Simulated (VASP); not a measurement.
Set up this calculation in VASP 6.6.1, as the native input.

```yaml
Task: single point
Functional: PBE
Dispersion: D3(BJ)
Potentials_or_basis: VASP PAW PBE potentials, release 64 (Li_sv)
Cutoff: 520 eV
k_mesh: 18 × 18 × 18
Occupations: gaussian, width 0.1 eV
Spin: no spin polarisation
Dipole_correction: no
Further_INCAR_settings: ALGO = Normal; EDIFF = 1e-07; NBANDS = 8
```

The structure of Li lies in POSCAR:

```
Li
1.0
    0.0000000000      2.0884826783      2.0884826783
    2.0884826783      0.0000000000      2.0884826783
    2.0884826783      2.0884826783      0.0000000000
Li
1
Direct
    0.0000000000      0.0000000000      0.0000000000
```

This isn't the form of Li at room conditions, which is bcc.

The input as run:

INCAR

```
SYSTEM = Li
PREC = Accurate
ENCUT = 520
EDIFF = 1E-7
ISMEAR = 0
SIGMA = 0.1
LREAL = .False.
LASPH = .True.
NELM = 100
ALGO = Normal
ISIF = 2
LWAVE = .False.
LCHARG = .False.
GGA = PE
IVDW = 12
NBANDS = 8
```

KPOINTS

```
Automatic mesh
0
Gamma
  18 18 18
  0 0 0
```

Potentials or basis: VASP PAW PBE potentials, release 64 (Li_sv).

Launch:

```bash
$ cat potpaw_PBE.64/Li_sv/POTCAR > POTCAR
$ mpirun -np 1 vasp_std > vasp.out
```

It gave:

The band gap on the k mesh is none (metal or under the smearing width) and the dispersion energy per atom is -0.188 eV.

Wall time 11 s on 1 thread of Intel(R) Xeon(R) Platinum 8488C (Sapphire Rapids) (shared host), peak memory 0.15 GiB.
